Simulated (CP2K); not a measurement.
# SiO2 in CP2K: the effect of functional

SiO2:

```xyz
12
Lattice="6.9387 0.0000 0.0000 2.2959 6.5478 0.0000 -4.6173 -3.2739 4.0134" Properties=species:S:1:pos:R:3 pbc="T T T"
Si    2.5736   -1.1831    3.5664
Si   -2.5736    1.1831    3.5664
Si    4.8822    0.4538    0.4470
Si    4.3524    6.0940    0.4470
O     2.3956   -0.7613    2.0067
O     1.1480    3.2739    3.7555
O     1.1480    3.2739    0.2578
O     1.0737    0.7613    0.0000
O     8.1609    5.7865    0.0000
O     4.5431    0.7613    2.0067
O     3.6057    4.7005    0.0000
O     5.6289    1.8473    0.0000
```

The cell comes from a database or a generator and needn't be the stable form of this composition.

Alike in all runs:

* Program: CP2K 2026.2
* Potentials or basis: POTENTIAL_UZH Si GTH-PBE-q4, O GTH-PBE-q6; DZVP-MOLOPT-PBE-GTH basis
* Density cutoff: 11565 eV
* k mesh: 5 × 5 × 5
* Occupations: fermi-dirac, width 0.05 eV
* Spin: no spin polarisation

Question: One run gave: pressure -3.3 GPa; largest force 0.22 eV/Å. Which functional did it use?
A. PBE
B. WC
C. PW91
D. r2SCAN
E. BLYP

Answer: D.

```csv
functional,pressure (GPa),largest force (eV/Å)
PBE,0.1,0.03
LDA,-1.0,0.11
PBEsol,-0.4,0.07
PW91,-0.2,0.03
BLYP,1.0,0.15
WC,-0.7,0.06
r2SCAN,-3.3,0.22
```

Caveats: the basis of atomic orbitals isn't converged, which shifts pressures, moduli and gaps; the potentials were made for another functional, which shifts forces and pressure (some runs).
